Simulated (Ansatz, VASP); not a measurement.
## One calculation of GaSb, two programs

```
CELL_PARAMETERS angstrom
0.00000 2.90045 2.90045
2.90045 0.00000 2.90045
2.90045 2.90045 0.00000
ATOMIC_POSITIONS crystal
Ga 0.00000 0.00000 0.00000
Sb 0.48621 0.51379 0.51379
```

Alike in both runs: task electric field gradients; functional PBE; k mesh 10 × 10 × 10; occupations fermi-dirac, width 0.05 eV; no spin polarisation.

|  | VASP | Ansatz |
| --- | --- | --- |
| version | VASP 6.6.1 | Ansatz 0.2.0 |
| potentials or method | VASP PAW PBE potentials, release 64 (Ga_d, Sb) | PAW with Ansatz's default frozen-core files, scalar-relativistic |
| plane-wave cutoff (eV) | 520 | 420 |
| valence electrons in the cell | 18 | 28 |

VASP gave:

- pressure (GPa): 0.2
- largest component of the traceless stress (GPa): 0.38
- rms of the force components (eV/Å): 0.094
- Vzz of the field gradient on the site that differs most (V/Å²): -3.1

Q: Estimate Ansatz's values.

A: Pressure (GPa): 0.1; largest component of the traceless stress (GPa): 0.38; rms of the force components (eV/Å): 0.092; Vzz of the field gradient on the site that differs most (V/Å²): -2.9.

Atom by atom the forces differ by 0.002 eV/Å (rms over components). The two sets of potentials don't hold the same shells in valence. Ansatz warned: «gradients_without_spin_orbit».

The runs have no spin-orbit coupling, so splittings on Sb are missing.
